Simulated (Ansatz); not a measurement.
## TaN under strains and displacements

All numbers below come from DFT PBEsol, scalar-relativistic, plane waves, PAW in Ansatz.

Cutoff 420 eV; k points 18×18×14 on the computed 2-atom cell (Γ-centred); Gaussian smearing, width 0.10 eV; no spin polarisation.

Reference cell:

```yaml
crystal:
  lattice:
    - [2.93800, 0.00000, 0.00000]
    - [-1.46900, 2.54438, 0.00000]
    - [0.00000, 0.00000, 2.88300]
  atoms:
    - { symbol: Ta, position: [0.33333, 0.66667, 0.50000] }
    - { symbol: N, position: [0.00000, 0.00000, 0.00000] }
```

Each variant moves atoms of this cell by the vectors given, if any (Å), and then applies a symmetric strain (tensor components, Cartesian axes). The reference cell isn't relaxed at this level. Energies are per atom at zero smearing, counted from the lowest variant. Pressure is positive in compression.

1. strain (xx yy zz yz xz xy, %) 6.95 6.95 -2.05 0.00 0.00 0.00
2. strain (xx yy zz yz xz xy, %) 1.80 1.80 4.80 0.00 0.00 0.00
3. strain (xx yy zz yz xz xy, %) -6.74 -6.74 2.26 0.00 0.00 0.00; moves: Ta1 (0.000, 0.000, 0.250); N2 (0.000, 0.000, -0.250)

```tsv
result	ΔE (meV/atom)	P (GPa)	largest force (eV/Å)
A	140.8	-31.80	0.00
B	1590.3	120.58	11.30
C	0.0	-28.77	0.00
```

**Question.** Which variant gave which result?

**Answer.** A is 1, B is 3, C is 2. The pressure falls as the cell grows: from the smallest volume to the largest the variants are 3, 2, 1.

Spin–orbit coupling is left out, which can shift energies with elements as heavy as these.

This form isn't the usual stable structure of the compound.